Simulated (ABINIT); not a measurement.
# PtS2 (P-3m1) in ABINIT: further runs, part 2 of 2

ABINIT 10.8.3 (patched build).

**3. Single point, PBEsol**

Input file run.abi:

```
pp_dirpath "./"
pseudos "Pt.upf, S.upf"

acell 3*1.0
rprim
     6.6956776048     0.0000000000     0.0000000000
    -3.3478388024     5.7986269013     0.0000000000
     0.0000000000     0.0000000000     9.5219519968
ntypat 2
znucl 78 16
natom 3
typat 1 2 2
xcart
     0.0000000000     0.0000000000     0.0000000000
     1.7716000002     1.0228337368     3.8949924000
    -0.0000000002     2.0456674739     1.1438076000 Angstrom

ecut 42.0

kptopt 1
ngkpt 9 9 5
nshiftk 1
shiftk 0.0 0.0 0.0

ixc -116133

nband 19
occopt 3
tsmear 0.05 eV

nstep 100
tolvrs 1.0e-10

iomode 3
prtwf 0
prteig 0
prtebands 0
enunit 1
prtden 1
prtvha 1
prtvclmb 1
prtpot 1
prtelf 1
```

Potentials or basis: PseudoDojo NC SR PBEsol v0.4 stringent.

Command:

```
$ abinit run.abi > log 2>&1
```

run.abo:

```text
.Version 10.8.3 of ABINIT
 Symmetries : space group P-3 m 1 (#164); Bravais hP (primitive hexag.)
================================================================================
 Values of the parameters that define the memory need of the present run
     intxc =       0    ionmov =       0      iscf =       7    lmnmax =       8
     lnmax =       8     mgfft =      60  mpssoang =       4    mqgrid =    3001
     natom =       3  nloc_mem =       1    nspden =       1   nspinor =       1
    nsppol =       1      nsym =      12    n1xccc =    2501    ntypat =       2
    occopt =       3   xclevel =       2
       mpw =        4823          nfft =       96000          nkpt =          50
================================================================================
================================================================================

--------------------------------------------------------------------------------
------------- Echo of variables that govern the present computation ------------
--------------------------------------------------------------------------------
 -outvars: echo values of preprocessed input variables --------
            acell      1.0000000000E+00  1.0000000000E+00  1.0000000000E+00 Bohr
              amu      1.95080000E+02  3.20660000E+01
             ecut      4.20000000E+01 Hartree
           enunit           1
              ixc     -116133
         kptrlatt        9    0    0      0    9    0      0    0    5
          kptrlen      4.76097600E+01
            natom           3
            nband          19
            ngfft          40      40      60
             nkpt          50
            nstep         100
             nsym          12
           ntypat           2
           occopt           3
        prtebands           0
           prteig           0
           prtelf           1
           prtpot           1
         prtvclmb           1
           prtvha           1
            prtwf           0
            rprim      6.6956776048E+00  0.0000000000E+00  0.0000000000E+00
                      -3.3478388024E+00  5.7986269013E+00  0.0000000000E+00
                       0.0000000000E+00  0.0000000000E+00  9.5219519968E+00
          spgroup         164
[... 146 lines left out ...]
    3     -0.00000000000000     2.04566747241022     1.14380759830025

 cartesian forces (hartree/bohr) at end:
    1     -0.00000000000000     0.00000000000000    -0.00000000000000
    2      0.00000000000000    -0.00000000000000    -0.01824207885622
    3      0.00000000000000    -0.00000000000000     0.01824207885622
 frms,max,avg= 8.5993984E-03 1.8242079E-02   0.000E+00  0.000E+00  0.000E+00 h/b

 cartesian forces (eV/Angstrom) at end:
    1     -0.00000000000000     0.00000000000000    -0.00000000000000
    2      0.00000000000000    -0.00000000000000    -0.93804541048924
    3      0.00000000000000    -0.00000000000000     0.93804541048924
 frms,max,avg= 4.4219885E-01 9.3804541E-01   0.000E+00  0.000E+00  0.000E+00 e/A
 length scales=  1.000000000000  1.000000000000  1.000000000000 bohr
              =  0.529177210544  0.529177210544  0.529177210544 angstroms
 Fermi (or HOMO) energy (eV) =   8.17000   Average Vxc (eV)= -11.16526
 Eigenvalues (   eV  ) for nkpt=  50  k points:
 kpt#   1, nband= 19, wtk=  0.00247, kpt=  0.0000  0.0000  0.0000 (reduced coord)
 -91.98310  -46.14421  -46.14421  -45.97043   -7.88798   -4.59019    0.62125    0.62125
   0.74950    3.70156    3.70156    5.90704    6.56258    6.56258    7.57932   10.15096
  10.15096   12.34570   13.29955
 prteigrs : prtvol=0 or 1, do not print more k-points.

--- !EnergyTerms
iteration_state     : {dtset: 1, }
comment             : Components of total free energy in Hartree
kinetic             :  4.49888664785844E+01
hartree             :  4.46560377137294E+01
xc                  : -2.99715968121131E+01
Ewald energy        : -8.93083635036991E+01
psp_core            :  3.56859829294048E+00
local_psp           : -1.37572156188181E+02
non_local_psp       :  1.10042526648246E+01
internal            : -1.52634361353914E+02
'-kT*entropy'       : -2.89217461533562E-07
total_energy        : -1.52634361643131E+02
total_energy_eV     : -4.15339256908000E+03
band_energy         : -1.54044303462799E+01
...

 Cartesian components of stress tensor (hartree/bohr^3)
  sigma(1 1)= -2.19248772E-04  sigma(3 2)=  0.00000000E+00
  sigma(2 2)= -2.19248772E-04  sigma(3 1)=  0.00000000E+00
  sigma(3 3)= -1.94862337E-04  sigma(2 1)=  0.00000000E+00

-Cartesian components of stress tensor (GPa)         [Pressure=  6.2114E+00 GPa]
- sigma(1 1)= -6.45052157E+00  sigma(3 2)=  0.00000000E+00
- sigma(2 2)= -6.45052157E+00  sigma(3 1)=  0.00000000E+00
- sigma(3 3)= -5.73304790E+00  sigma(2 1)=  0.00000000E+00

== END DATASET(S) ==============================================================
================================================================================

 -outvars: echo values of variables after computation  --------
            acell      1.0000000000E+00  1.0000000000E+00  1.0000000000E+00 Bohr
           etotal     -1.5263436164E+02
            fcart     -2.0107339257E-29  1.9348296222E-29 -0.0000000000E+00
                       2.0107339257E-29 -3.8696592443E-30 -1.8242078856E-02
                       0.0000000000E+00 -1.5478636977E-29  1.8242078856E-02
            rprim      6.6956776048E+00  0.0000000000E+00  0.0000000000E+00
                      -3.3478388024E+00  5.7986269013E+00  0.0000000000E+00
                       0.0000000000E+00  0.0000000000E+00  9.5219519968E+00
           strten     -2.1924877183E-04 -2.1924877181E-04 -1.9486233730E-04
                       0.0000000000E+00  0.0000000000E+00  0.0000000000E+00
           xangst      0.0000000000E+00  0.0000000000E+00  0.0000000000E+00
                       1.7715999988E+00  1.0228337362E+00  3.8949923983E+00
                      -6.5562370303E-17  2.0456674724E+00  1.1438075983E+00
             xred      0.0000000000E+00  0.0000000000E+00  0.0000000000E+00
                       6.6666666667E-01  3.3333333333E-01  7.7300000018E-01
                       3.3333333333E-01  6.6666666667E-01  2.2699999982E-01
 Calculation completed.
```

Run time: 2.6 min. Hardware: 1 thread of Intel Xeon 6975P-C (Granite Rapids), shared host; peak memory 0.15 GiB.

What came out:

```yaml
Free_energy: -4153.3926 eV
Pressure: 6.2 GPa
Largest_force: 0.938 eV/Å
Band_gap_on_the_k_mesh: 0.95 eV, indirect (least direct gap 0.99 eV)
Valence_electrons_inside_the_program's_atomic_spheres: Pt 14.50; S 3.91
```

Forces in eV/Å, atoms in the order of the input:
```
Pt   0.000  0.000  0.000
S    0.000  0.000 -0.938
S    0.000  0.000  0.938
```

Stress tensor (GPa, compression positive):
```
6.45 0.00 0.00
0.00 6.45 0.00
0.00 0.00 5.73
```

Levels at points of the mesh, in eV from the valence-band top:
```csv
k point,band 11,band 12,band 13,band 14,band 15,band 16,band 17,band 18,band 19
"(0.00, 0.00, 0.00)",-4.02,-1.82,-1.16,-1.16,-0.15,2.42,2.42,4.62,5.57
```

Caveat: spin-orbit coupling is left out, which moves the levels of the heavy elements; an odd mesh through Γ misses points on the zone boundary, where band edges often lie.

**4. Single point, PBEsol**

run.abi, as its differences from that of step 3:

```diff
@@ -1,3 +1,3 @@
 pp_dirpath "./"
-pseudos "Pt.upf, S.upf"
+pseudos "Pt.GGA_PBE-JTH.xml, S.GGA_PBE-JTH.xml"
 
@@ -17,3 +17,5 @@
 
-ecut 42.0
+ecut 20.0
+pawecutdg 40.0
+pawxcdev 0
 
@@ -26,3 +28,3 @@
 
-nband 19
+nband 15
 occopt 3
@@ -31,3 +33,3 @@
 nstep 100
-tolvrs 1.0e-10
+tolvrs 1.0e-9
 
@@ -42,2 +44 @@
 prtpot 1
-prtelf 1
```

Potentials or basis: JTH PAW PBE v2.0.

Command:

```
$ abinit run.abi > log 2>&1
```

It took 54 s on 1 thread of Intel Xeon 6975P-C (Granite Rapids), shared host; peak memory 0.15 GiB.

The run converged. Its results:

| Quantity | Value |
| --- | --- |
| Free energy | -1298.4856 eV |
| Pressure | 7.3 GPa |
| Largest force | 1.082 eV/Å |
| Band gap on the k mesh | 0.92 eV, indirect (least direct gap 0.95 eV) |
| Valence electrons inside the program's atomic spheres | Pt 8.90; S 3.56 |

Forces on the atoms (eV/Å):
```
Pt   0.000  0.000  0.000
S    0.000  0.000 -1.082
S    0.000  0.000  1.082
```

Stress tensor (GPa, compression positive):
```
7.74 0.00 0.00
0.00 7.74 0.00
0.00 0.00 6.46
```

Levels at points of the mesh, in eV from the valence-band top:
| k point | band 7 | band 8 | band 9 | band 10 | band 11 | band 12 | band 13 | band 14 | band 15 |
| --- | --- | --- | --- | --- | --- | --- | --- | --- | --- |
| (0.00, 0.00, 0.00) | -4.06 | -1.85 | -1.14 | -1.14 | -0.12 | 2.38 | 2.38 | 4.61 | 5.54 |

Caveat: the PAW data sets were made with another functional, which shifts forces and pressure a little; spin-orbit coupling is left out, which moves the levels of the heavy elements; an odd mesh through Γ misses points on the zone boundary, where band edges often lie.

**5. Single point, PBE**

Input file run.abi:

```
# Pseudopotentials
pp_dirpath "./"
pseudos "78_Pt_18_2.2_2.4_pbe_n_v1.0.psp8, 16_S_6_1.8_1.9_pbe_n_v1.0.psp8"

# Structure
acell 3*1.0
rprim
     6.6956776048     0.0000000000     0.0000000000
    -3.3478388024     5.7986269013     0.0000000000
     0.0000000000     0.0000000000     9.5219519968
ntypat 2
znucl 78 16
natom 3
typat 1 2 2
xcart
     0.0000000000     0.0000000000     0.0000000000
     3.3478388027     1.9328756336     7.3604688935
    -0.0000000003     3.8657512677     2.1614831033

# Plane-wave basis
ecut 18.0

# k points
kptopt 1
ngkpt 6 6 4
nshiftk 1
shiftk 0.0 0.0 0.0

# Exchange and correlation
ixc 11

# Bands and occupations
nband 17
occopt 1

# SCF cycle
nstep 100
tolvrs 1.0e-10
diemac 6.0

# Output
iomode 3
prtwf 0
prtden 0
prteig 0
prtebands 0
enunit 1
```

Potentials or basis: SPMS NC PBE v1.0.

Command:

```
$ mpirun --bind-to none -np 8 abinit run.abi > log 2>&1
```

Run time: 3.2 s. Hardware: 8 MPI ranks of Arm Neoverse V2, shared host; peak memory 0.48 GiB.

It converged, with:

```yaml
Free_energy: -4118.7404 eV
Pressure: 11.0 GPa
Largest_force: 1.255 eV/Å
Band_gap_on_the_k_mesh: 0.97 eV, indirect (least direct gap 1.49 eV)
Valence_electrons_inside_the_program's_atomic_spheres: Pt 14.51; S 3.94
```

Forces on the atoms (eV/Å):
```
Pt   0.000  0.000  0.000
S    0.000  0.000 -1.255
S    0.000  0.000  1.255
```

Stress tensor (GPa, compression positive):
```
11.57  0.00  0.00
 0.00 11.57  0.00
 0.00  0.00 10.00
```

Levels at points of the mesh, in eV from the valence-band top:
```
           k point  band 13  band 14  band 15  band 16  band 17
(0.00, 0.00, 0.00)    -1.14    -1.14    -0.11     2.48     2.48
(0.50, 0.00, 0.00)    -3.20    -2.98    -2.32     1.80     2.86
(0.00, 0.00, 0.50)    -1.33    -1.33    -0.88     2.95     2.95
(0.50, 0.00, 0.50)    -3.10    -2.69    -1.36     2.11     2.38
```

Caveat: spin-orbit coupling is left out, which moves the levels of the heavy elements; forces of over 1 eV/Å show positions far from the minimum, so gaps and moduli don't describe the material at rest. A hybrid or GW would open this gap; PBE tends to underestimate it.

**6. Single point, HSE06**

run.abi, as its differences from that of step 5:

```diff
@@ -29,3 +29,3 @@
 # Exchange and correlation
-ixc 11
+ixc -428
 
@@ -36,5 +36,5 @@
 # SCF cycle
-nstep 100
-tolvrs 1.0e-10
+nstep 60
 diemac 6.0
+toldfe 1.0e-7
```

Potentials or basis: SPMS NC PBE v1.0.

Command:

```
$ mpirun --bind-to none -np 8 abinit run.abi > log 2>&1
```

run.abo:

```text
.Version 10.8.3 of ABINIT
 Symmetries : space group P-3 m 1 (#164); Bravais hP (primitive hexag.)
================================================================================
 Values of the parameters that define the memory need of the present run
     intxc =       0    ionmov =       0      iscf =       7    lmnmax =       8
     lnmax =       8     mgfft =      40  mpssoang =       4    mqgrid =    3001
     natom =       3  nloc_mem =       1    nspden =       1   nspinor =       1
    nsppol =       1      nsym =      12    n1xccc =    2501    ntypat =       2
    occopt =       1   xclevel =       2
       mpw =        1362          nfft =       29160          nkpt =          24
================================================================================
================================================================================

--------------------------------------------------------------------------------
------------- Echo of variables that govern the present computation ------------
--------------------------------------------------------------------------------
 -outvars: echo values of preprocessed input variables --------
            acell      1.0000000000E+00  1.0000000000E+00  1.0000000000E+00 Bohr
              amu      1.95080000E+02  3.20660000E+01
           diemac      6.00000000E+00
             ecut      1.80000000E+01 Hartree
           enunit           1
              ixc        -428
                       outvar_i_n : Printing only first  50 k-points.
         kptrlatt        6    0    0      0    6    0      0    0    4
          kptrlen      3.80878080E+01
[... 202 lines left out ...]
comment             : '"Double-counting" decomposition of free energy'
band_energy         : -1.78531739547557E+01
Ewald energy        : -8.93083635256983E+01
psp_core            :  4.09960825045019E+00
xc_dc               : -4.82613225878873E+01
total_energy_dc     : -1.51323251817891E+02
...

 Cartesian components of stress tensor (hartree/bohr^3)
  sigma(1 1)= -2.29281840E-04  sigma(3 2)=  0.00000000E+00
  sigma(2 2)= -2.29281840E-04  sigma(3 1)=  0.00000000E+00
  sigma(3 3)= -2.72619375E-04  sigma(2 1)=  0.00000000E+00

-Cartesian components of stress tensor (GPa)         [Pressure=  7.1707E+00 GPa]
- sigma(1 1)= -6.74570462E+00  sigma(3 2)=  0.00000000E+00
- sigma(2 2)= -6.74570462E+00  sigma(3 1)=  0.00000000E+00
- sigma(3 3)= -8.02073894E+00  sigma(2 1)=  0.00000000E+00

== END DATASET(S) ==============================================================
================================================================================

 -outvars: echo values of variables after computation  --------
            acell      1.0000000000E+00  1.0000000000E+00  1.0000000000E+00 Bohr
           etotal     -1.5132544619E+02
            fcart     -0.0000000000E+00  4.9531638327E-28 -0.0000000000E+00
                      -0.0000000000E+00 -2.4765819164E-28 -1.9364940569E-02
                      -0.0000000000E+00 -2.4765819164E-28  1.9364940569E-02
            rprim      6.6956776048E+00  0.0000000000E+00  0.0000000000E+00
                      -3.3478388024E+00  5.7986269013E+00  0.0000000000E+00
                       0.0000000000E+00  0.0000000000E+00  9.5219519968E+00
           strten     -2.2928183979E-04 -2.2928183976E-04 -2.7261937534E-04
                       0.0000000000E+00  0.0000000000E+00  0.0000000000E+00
           xangst      0.0000000000E+00  0.0000000000E+00  0.0000000000E+00
                       1.7715999988E+00  1.0228337362E+00  3.8949923974E+00
                       3.2781185152E-16  2.0456674724E+00  1.1438075992E+00
             xred      0.0000000000E+00  0.0000000000E+00  0.0000000000E+00
                       6.6666666667E-01  3.3333333333E-01  7.7300000000E-01
                       3.3333333333E-01  6.6666666667E-01  2.2700000000E-01
 Calculation completed.
```

Wall time 53 min (8 MPI ranks of Arm Neoverse V2, shared host); peak memory 0.88 GiB.

Results:

```
Free energy                                           : -4117.7752 eV
Pressure                                              : 7.2 GPa
Largest force                                         : 0.996 eV/Å
Band gap on the k mesh                                : 1.70 eV, indirect (least direct gap 2.26 eV)
Valence electrons inside the program's atomic spheres : Pt 14.49; S 3.94
```

Forces on the atoms (eV/Å):
```
Pt   0.000  0.000  0.000
S    0.000  0.000 -0.996
S    0.000  0.000  0.996
```

Caveat: Libxc's HSE differs a little from that of other programs; the potentials were made for another functional, which shifts forces and pressure; spin-orbit coupling is left out, which moves the levels of the heavy elements.

**7. Summary**

| level | potentials or basis | k mesh | cutoff (eV) | smearing | fine-grid cutoff | most SCF steps | gap on the mesh (eV) | pressure (GPa) | largest force (eV/Å) |
| --- | --- | --- | --- | --- | --- | --- | --- | --- | --- |
| PBEsol | PseudoDojo NC SR PBEsol v0.4.1 standard | 9 × 9 × 5 | 1143 | fermi-dirac 0.05 eV | - | - | 0.95 | 6.2 | 0.94 |
| PBEsol | PseudoDojo NC SR PBEsol v0.4 stringent | 9 × 9 × 5 | 1143 | fermi-dirac 0.05 eV | - | - | 0.95 | 6.2 | 0.94 |
| PBEsol | JTH PAW PBE v2.0 | 9 × 9 × 5 | 544 | fermi-dirac 0.05 eV | 1088.46 eV | - | 0.92 | 7.3 | 1.08 |
| PBE | SPMS NC PBE v1.0 | 6 × 6 × 4 | 490 | fixed | - | - | 0.97 | 11.0 | 1.26 |
| HSE06 | SPMS NC PBE v1.0 | 6 × 6 × 4 | 490 | fixed | - | 60 | 1.70 | 7.2 | 1.00 |

Alike in all rows: task single point; no spin polarisation; cell as given.

Caveats: spin-orbit coupling is left out, which moves the levels of the heavy elements; an odd mesh through Γ misses points on the zone boundary, where band edges often lie (some runs); the PAW data sets were made with another functional, which shifts forces and pressure a little (some runs); forces of over 1 eV/Å show positions far from the minimum, so gaps and moduli don't describe the material at rest (some runs); Libxc's HSE differs a little from that of other programs (some runs); the potentials were made for another functional, which shifts forces and pressure (some runs).

Total energies depend on the potentials used, so only differences within one code and one set of settings carry meaning.
